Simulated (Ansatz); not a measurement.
ZrS2, 3 atoms in the cell. The structure is trigonal, space group P-3m1 (No. 164). The conventional cell has a = 3.691 Å, b = 3.691 Å, c = 6.041 Å, α = 90.00°, β = 90.00°, γ = 120.00°. Zr (site symmetry -3m) is surrounded by 6 S at 2.57 Å. S (site symmetry 3m) has 3 Zr at 2.57 Å as nearest neighbours. The cell is a database's computed one.

- Program: Ansatz 0.2.0
- Task: elastic constants
- Functional: PBE
- Potentials or basis: Ansatz PAW
- Cutoff: 420 eV (not typed: the program's choice for these potentials)
- k mesh: 6 × 6 × 4
- Occupations: fixed
- Spin: no spin polarisation
- Atoms under strain: relaxed

Potentials or basis: Ansatz PAW.

Launch:

```sh
$ ansatz run input.yaml --threads 2 --pin off --max-ram 5632MiB --backend cpu --events-out ev --progress --plain --runs-dir out
```

Hardware: 2 threads of Intel(R) Xeon(R) Processor @ 2.50GHz (Skylake/Cascade Lake) (shared host).

How long does it take, and how much memory?

It took 90 s on 2 threads of Intel(R) Xeon(R) Processor @ 2.50GHz (Skylake/Cascade Lake), with other jobs on the host, peak memory 0.41 GiB. Counts: scf iterations 267, plane waves 1389, k points 24, bands 16, ion steps 24.
